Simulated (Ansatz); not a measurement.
**BN: where the heat goes in a short trajectory**

Theory: Ansatz 0.2.0, DFT PBEsol, scalar-relativistic, plane waves, PAW. Settings: plane waves to 420 eV, k-mesh 4×4×4 (shifted by 0.5, 0.5, 0.5 steps), Fermi–Dirac smearing 0.02 eV. The mesh is coarse. No spin polarisation.

16 atoms start on the lattice sites below (V = 95.5 Å³, 1.00 times the source cell's; static pressure -5.90 GPa, largest force component 0.01 eV/Å) with velocities drawn for 200 K; Langevin thermostat aiming at the same temperature, fixed cell, 41 steps of 0.75 fs.

```
B N
1.0
     1.27697   -2.21178   -4.22685
     1.27697   -2.21178    4.22685
    -5.10788    0.00000    0.00000
B N
8 8
Direct
  0.83347 0.83320 0.16667
  0.33347 0.33320 0.16667
  0.83347 0.83320 0.66667
  0.33347 0.33320 0.66667
  0.91680 0.41653 0.33333
  0.41680 0.91653 0.33333
  0.91680 0.41653 0.83333
  0.41680 0.91653 0.83333
  0.02070 0.64597 0.16667
  0.52070 0.14597 0.16667
  0.02070 0.64597 0.66667
  0.52070 0.14597 0.66667
  0.10403 0.22930 0.33333
  0.60403 0.72930 0.33333
  0.10403 0.22930 0.83333
  0.60403 0.72930 0.83333
```

| t (fs) | T (K) | kinetic energy (meV/atom) | potential energy over the first frame (meV/atom) | P with the kinetic part (GPa) |
| --- | --- | --- | --- | --- |
| 0.0 | 188 | 24.2 | 0.0 | -5.47 |
| 2.2 | 182 | 23.5 | 3.5 | -5.36 |
| 4.5 | 102 | 13.2 | 11.1 | -5.25 |
| 6.8 | 63 | 8.2 | 18.5 | -5.06 |
| 9.0 | 46 | 5.9 | 21.5 | -4.98 |
| 11.2 | 55 | 7.2 | 20.3 | -5.01 |
| 13.5 | 93 | 12.0 | 16.8 | -5.10 |
| 15.8 | 129 | 16.7 | 14.0 | -5.15 |
| 18.0 | 147 | 19.0 | 14.5 | -5.10 |
| 20.2 | 144 | 18.6 | 17.5 | -5.00 |
| 22.5 | 153 | 19.7 | 20.7 | -4.90 |
| 24.8 | 146 | 18.9 | 21.7 | -4.84 |
| 27.0 | 149 | 19.2 | 20.5 | -4.83 |
| 29.2 | 185 | 23.9 | 18.6 | -4.78 |

T counts 3N degrees of freedom. Means over every step of the second half, not only the rows shown: T = 152 K, kinetic energy 19.7 meV/atom, potential energy 18.4 meV/atom, P = -4.93 GPa.

**Question.** Does the potential energy follow equipartition for harmonic vibrations?

**Answer.** In a harmonic crystal each vibration holds as much potential as kinetic energy on average; T is counted on all 3N degrees of freedom here, and the thermostat also drives the centre of mass, which has no potential energy, so the share is (N − 1)/N of the kinetic energy, 18.4 meV/atom. The run has 18.4, a ratio of 1.00. That is near one, as for a crystal vibrating about its sites. So short a run gives a rough mean. T is still well under the temperature that the thermostat aims for.

**Question.** Split the rise of pressure into the kinetic part and the rest. Can a thermal Grüneisen parameter be estimated?

**Answer.** The program counts the kinetic part as N k_B T/V = 0.35 GPa. The pressure lies 0.97 GPa over the static one in all, so the forces add 0.62 GPa. For a harmonic mode with ω ∝ V^(−γ) and an amplitude that scales with the cell, the forces add (2γ − 2/3)U/V, which needs no equipartition; when U equals the kinetic energy K, this and the kinetic part 2K/(3V) sum to the Mie–Grüneisen γE_th/V. With U = N × 18.4 meV, γ = 1/3 + V ΔP_forces/(2U) = 0.96, for harmonic vibrations a mean over the modes weighted by their potential energy, for uniform scaling of the cell (in a layered or otherwise anisotropic crystal this differs from γ under hydrostatic pressure). Most solids fall between 1 and 3, and tetrahedral, framework and layered ones often lower; anharmonic motion and pressure swings in a cell of 16 atoms make this value uncertain by tenths or more.